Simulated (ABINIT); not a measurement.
# V: single point with PBEsol

V:

```
V
1.0
     2.60429    0.00000    0.00000
    -1.30215    2.25538    0.00000
     0.00000    0.00000    4.72334
V
2
Direct
  0.33333 0.66667 0.25000
  0.66667 0.33333 0.75000
```

This isn't the form of V at room conditions, which is bcc.

- Program: ABINIT 10.8.3 (patched build)
- Task: single point
- Functional: PBEsol
- Potentials or basis: JTH PAW PBE v2.0
- Cutoff: 408 eV
- k mesh: 12 × 12 × 6
- Occupations: fermi-dirac, width 0.05 eV
- Spin: collinear spin, ferromagnetic start
- Starting moments: [5.0, 5.0] μB
- Fine-grid cutoff: 816.342 eV

* Pressure: -6.4 GPa
* Band gap on the k mesh: none (metal or under the smearing width)
* Net moment: 0.00 μB per cell
* Valence electrons inside the program's atomic spheres: V 11.23 (radii [1.1698] Å)

Stress tensor (GPa, compression positive):
```
-6.31  0.00  0.00
 0.00 -6.31  0.00
 0.00  0.00 -6.65
```

Levels at points of the mesh, in eV from the Fermi level:
Spin up:
```
           k point  band 10  band 11  band 12  band 13  band 14  band 15  band 16  band 17
(0.00, 0.00, 0.00)    -3.44    -0.57    -0.23     0.33     0.33     0.65     0.65     1.82
(0.50, 0.00, 0.00)    -2.85    -2.71    -0.37    -0.18     0.31     0.61     2.95     3.53
(0.00, 0.00, 0.50)    -5.10    -1.01    -1.01     0.37     0.37     0.37     0.37     2.50
(0.50, 0.00, 0.50)    -3.25    -1.79    -1.79     1.63     1.63     1.64     1.64     3.59
```
Spin down:
| k point | band 9 | band 10 | band 11 | band 12 | band 13 | band 14 | band 15 | band 16 | band 17 | band 18 |
| --- | --- | --- | --- | --- | --- | --- | --- | --- | --- | --- |
| (0.00, 0.00, 0.00) | -6.87 | -3.44 | -0.57 | -0.23 | 0.33 | 0.33 | 0.65 | 0.65 | 1.82 | 1.82 |
| (0.50, 0.00, 0.00) | -2.93 | -2.85 | -2.71 | -0.37 | -0.18 | 0.31 | 0.61 | 2.95 | 3.53 | 3.64 |
| (0.00, 0.00, 0.50) | -5.10 | -5.10 | -1.01 | -1.01 | 0.37 | 0.37 | 0.37 | 0.37 | 2.50 | 2.50 |
| (0.50, 0.00, 0.50) | -3.25 | -3.25 | -1.79 | -1.79 | 1.63 | 1.63 | 1.64 | 1.64 | 3.61 | 3.63 |

Run time: 100 s on 1 thread of Intel(R) Xeon(R) Platinum 8259CL CPU @ 2.50GHz (Skylake/Cascade Lake), with other jobs on the host, peak memory 0.14 GiB.

Caveat: the PAW data sets were made with another functional, which shifts forces and pressure a little.
